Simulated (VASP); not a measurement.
Write the native input for VASP 6.6.1 that does the following.

* Task: band structure
* Functional: PBE
* Potentials or basis: VASP PAW PBE potentials, release 64 (Ca_sv, F)
* Cutoff: 520 eV
* k mesh: 8 × 8 × 8
* Occupations: gaussian, width 0.03 eV
* Spin: no spin polarisation
* Further INCAR settings: ALGO = Fast; EDIFF = 1e-07

The structure of CaF2 (Fluorite) lies in POSCAR:

```
CaF2                                    
1.0
    0.0000000000      2.7123156406      2.7123156406
    2.7123156406      0.0000000000      2.7123156406
    2.7123156406      2.7123156406      0.0000000000
  Ca              F             
     1     2
Direct
     0.0000000000000000    0.0000000000000000    0.0000000000000000
     0.2500000000000000    0.2500000000000000    0.2500000000000000
     0.7500000000000000    0.7500000000000000    0.7500000000000000
```

One way to write it, as run:

INCAR

```
ALGO     = Fast           # electronic algorithm
EDIFF    = 1E-7           # SCF threshold, eV
ENCUT    = 520            # plane-wave cutoff, eV
GGA      = PE             # functional
ISIF     = 2              # what is computed and relaxed
ISMEAR   = 0              # smearing method
KPAR     = 2            
LASPH    = T              # aspherical terms in the spheres
LCHARG   = F              # write CHGCAR
LREAL    = F              # projectors in reciprocal space
LWAVE    = F              # write WAVECAR
NELM     = 80             # most SCF steps
PREC     = Accurate       # precision mode
SIGMA    = 0.03           # smearing width, eV
```

KPOINTS

```
k-points
0
Gamma
  8 8 8
```

KPOINTS_OPT

```
explicit points
302
Reciprocal
 0.0000000000  0.0000000000  0.0000000000 1
 0.0263157895  0.0000000000  0.0263157895 1
 0.0526315789  0.0000000000  0.0526315789 1
 0.0789473684  0.0000000000  0.0789473684 1
 0.1052631579  0.0000000000  0.1052631579 1
 0.1315789474  0.0000000000  0.1315789474 1
[... 294 lines left out ...]
 0.4892429100  0.0107570900  0.5000000000 1
 0.5107570900 -0.0107570900  0.5000000000 1
```

Potentials or basis: VASP PAW PBE potentials, release 64 (Ca_sv, F).

Launch:

```sh
$ cat potpaw_PBE.64/Ca_sv/POTCAR potpaw_PBE.64/F/POTCAR > POTCAR
$ mpirun -np 2 vasp_std > vasp.out
```

Results of the run:

```yaml
Pressure: 4.4 GPa
Band_gap_on_the_k_mesh: 7.40 eV, indirect (least direct gap 7.66 eV)
Band_gap_along_the_path: 7.40 eV, indirect (least direct gap 7.66 eV)
```

It took 100 s on 2 MPI ranks on Intel(R) Xeon(R) Platinum 8488C (Sapphire Rapids) (shared host), peak memory 0.17 GiB a rank.
